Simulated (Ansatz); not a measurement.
# What moves the field gradients of Cs₂SnI₆?

Cell of run 1: a COD entry (the entry's cell lengths or inner coordinates differ somewhat from later room-temperature determinations), atoms as given.

Space group Fm-3m (No. 225); a = 11.6300 Å.

```csv
site,Wyckoff,site symmetry,x,y,z
Cs,8c,-43m,0.2500,0.2500,0.2500
Sn,4a,m-3m,0.0000,0.0000,0.0000
I,24e,4m.m,0.2450,0.5000,0.5000
```

One atom of each set is listed; the run and its k-mesh use a cell of 9 atoms with edges of 8.22, 8.22, 8.22 Å.

Relaxed positions (PBE, cell held):

Cs (0.2500, 0.2500, 0.2500)
Sn (0.0000, 0.0000, 0.0000)
I (0.2488, 0.5000, 0.5000)

All runs are DFT with Ansatz 0.2.0 (plane waves and PAW, scalar-relativistic unless spin–orbit coupling is named, Γ-centred meshes, Fermi–Dirac smearing where given) in this cell.

Run 1: PBE, atoms as given; 420 eV, 5×5×5 k-points, smearing 0.02 eV.
Run 2: PBE, atoms relaxed; 420 eV, 5×5×5 k-points, smearing 0.02 eV.
Run 3: r2SCAN, at the relaxed atoms; 500 eV, 5×5×5 k-points, smearing 0.02 eV.
Run 4: PBE with spin–orbit coupling, at the relaxed atoms; 420 eV, 5×5×5 k-points, smearing 0.02 eV.
Run 5: LDA, at the relaxed atoms; 420 eV, 5×5×5 k-points, smearing 0.02 eV.

```
run   I V_zz (η)
  1  56.6 (0.00)
  2  57.4 (0.00)
  3            ?
  4  53.4 (0.00)
  5  57.5 (0.00)
```

V_zz in 10²¹ V/m²; 1 of the 3 sets of like atoms are followed.

Task: Estimate the row of run 3.

Result: I: 57.3 (0.00). It lies nearest to run 2, from whose tensors on these sites it differs by 0.14 at most (largest principal value of the difference, on I). Taken one at a time, spin–orbit coupling moves the tensors on these sites by up to 4.04 (largest principal value of the change, on I), the positions of the atoms (as given or relaxed) by 0.87 (I), the functional (between the two that differ most) by 0.24 (I).

Semilocal functionals make gaps too small and can close them, so the real compound need not be a metal. With these PAW files V_zz is typically within 2 to 3 % of all-electron values, but misses above 10 % occur on I. In runs 1, 3 the gap is small for the k-mesh or the smearing, and small gradients can still move by 0.1 × 10²¹ V/m² or more. In runs 2, 4, 5 there is no gap above 0.1 eV, so the gradients can move by 10 % or more with the k-mesh. In run 1 the atoms aren't at the calculated equilibrium (largest force 0.31 eV/Å).
